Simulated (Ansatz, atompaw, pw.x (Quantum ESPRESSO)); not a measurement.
## Equation-of-state test of one PAW (atompaw) potential (indium)

* Element: In
* Generator: atompaw 4.2.0.5
* Type: PAW
* Functional: PBE
* Relativity: scalar-relativistic
* Frozen core: [Kr] 4d10
* Valence charge: 3
* Reference configuration: 5s1.75 5p1.25
* Partial waves: 5s (bound): rc 2.95 bohr; 5s channel at -0.1 Ry: rc 2.95 bohr; 5p (bound): rc 2.65 bohr; 5p channel at 0.15 Ry: rc 2.65 bohr; 5d channel at 0.05 Ry: rc 2.95 bohr; 5d channel at 1.65 Ry: rc 2.95 bohr
* Local potential: bessel scheme, radius 1.95 bohr
* Core correction: smooth core density matched at 1.80 bohr
* Augmentation charge: besselshape compensation charge, radius 2.25 bohr; PAW radius 2.95 bohr; waves and projectors: custom rrkj vanderbiltortho

Atomic tests: cutoffs needed: 6 Ry and 6 Ry (the cutoffs (Ry, on a coarse ladder) from which the occupation-weighted sum of valence levels, in a spherical-Bessel basis at the reference potential, stays within 10 and 1 mRy of its value at 400 Ry); ghost test: no extra level below or beside the all-electron valence levels (s, p, d, f tested) (spherical-Bessel basis up to 400 Ry, 20 bohr box); lowest eigenvalue of the overlap operator: 0.34 (s channel).

Crystal test: fcc In in pw.x 7.5, no spin, 12³ k-points, Fermi–Dirac smearing 0.01 Ry, cutoffs 40/400 Ry. The reference is all-electron LAPW (Ansatz 0.2.0) with the same functional, mesh and smearing; V0 and B0 come from Birch–Murnaghan fits to the pressures at five volumes. Errors are pseudo minus all-electron; Δ is the rms difference of the E(V) curves that follow from these fits, minima aligned, over ±6 % about the mean V0. Mesh and smearing are coarse, so the numbers serve the comparison and aren't converged zero-temperature values; the lattice is a test structure that the element need not adopt.

All-electron: a0 = 4.791 Å (V0 = 27.50 Å³/atom), B0 = 34.9 GPa.

Task: How far does the potential miss the all-electron equation of state?

Result: mean pressure error (GPa): +0.18; a0 (Å): 4.799; a0 error (%): +0.17; B0 error (%): +2.3; Δ (meV/atom): 1.1. The logarithmic derivative shows an extra or strongly shifted pseudo pole above the reference energy (d near 0.89 Ry).

| V (Å³/atom) | P all-electron (GPa) | P pseudo (GPa) |
| --- | --- | --- |
| 26.366 | 1.64 | 1.91 |
| 27.060 | 0.58 | 0.80 |
| 27.754 | -0.32 | -0.15 |
| 28.448 | -1.08 | -0.96 |
| 29.142 | -1.74 | -1.64 |

Task: At the middle volume, how do free energy and pressure move when the wave cutoff is lowered (ecutrho held at 400 Ry)?

Result:

```json
{"cutoff (Ry)": "18", "shift of F (meV/atom)": "+0.4", "shift of P (GPa)": "+0.00"}
{"cutoff (Ry)": "24", "shift of F (meV/atom)": "+0.1", "shift of P (GPa)": "-0.00"}
{"cutoff (Ry)": "32", "shift of F (meV/atom)": "+0.1", "shift of P (GPa)": "-0.00"}
```

The run at the middle volume (72 k-points, 6 iterations) took about 7.1 s on one core of a shared host (AMD EPYC 9R14, 96 threads, 370 GiB, load 34).
